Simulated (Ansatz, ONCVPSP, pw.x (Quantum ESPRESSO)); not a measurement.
# Ta (sc): variants of one ONCV potential in the solid

```json
{
 "Element": "tantalum",
 "Generator": "ONCVPSP 4.0.1.1 (patched build)",
 "Type": "optimised norm-conserving Vanderbilt (ONCV)",
 "Functional": "PBE",
 "Relativity": "scalar-relativistic",
 "Frozen core": "[Kr] 4d10 4f14",
 "Valence charge": "13",
 "Reference configuration": "5s2 5p6 5d3 6s2",
 "Partial waves": "5s+6s: rc 1.70 bohr, ncon 4, nbas 8, qcut 7 1/bohr, 2 projectors; 5p: rc 1.75 bohr, ncon 3, nbas 8, qcut 8.7 1/bohr, 2 projectors, debl 0.6 Ha; 5d: rc 3.05 bohr, ncon 4, nbas 9, qcut 6.2 1/bohr, 2 projectors, debl 0.9 Ha; f scattering state at 0.45 Ha: rc 2.30 bohr, ncon 4, nbas 7, qcut 4.6 1/bohr, 1 projector",
 "Local potential": "polynomial inside 1.70 bohr (lpopt 5, dvloc0 0 Ha)",
 "Core correction": "polynomial model core, fcfact 0.45"
}
```

In the p channel the program set the typed energies aside and used -1.448, 0.250 Ha.

Crystal test: sc Ta in pw.x 7.5, no spin, 12³ k-points, Fermi–Dirac smearing 0.01 Ry, cutoffs set for each file from its atomic test. The reference is all-electron LAPW (Ansatz 0.2.0) with the same functional, mesh and smearing; V0 and B0 come from Birch–Murnaghan fits to the pressures at five volumes. Errors are pseudo minus all-electron; Δ is the rms difference of the E(V) curves that follow from these fits, minima aligned, over ±6 % about the mean V0. Mesh and smearing are coarse, so the numbers serve the comparison and aren't converged zero-temperature values; the lattice is a test structure that the element need not adopt.

All-electron: a0 = 2.742 Å (V0 = 20.63 Å³/atom), B0 = 143.1 GPa.

Base: The largest radius (3.05 bohr) exceeds half the bond length (2.58 bohr), so the spheres overlap, which is one possible source of error among others.

3 further variants are left out: they gave no file fit for a test, a broken result, the same result as the base, or pressures whose basis-set error rivals the error shown.

```tsv
change	cutoffs (Ry)	pw.x	a0 (Å)	a0 error (%)	B0 error (%)	Δ (meV/atom)	mean pressure error (GPa)
base	65/260	converged; energies reset by the program	2.738	-0.15	-0.2	2.9	-0.67
s: qcut 4.6; p: qcut 5.7; d: qcut 4.1; f: qcut 3	140/560	converged; energies reset by the program	2.731	-0.43	-1.3	8.3	-1.91
```

(1) Give the row for: s: qcut 7.3; p: qcut 9; d: qcut 6.4; f: qcut 4.8.

Results:

(1) pw.x: converged; energies reset by the program; mean pressure error (GPa): -0.59; a0 (Å): 2.739; a0 error (%): -0.13; B0 error (%): -0.1; Δ (meV/atom): 2.5.
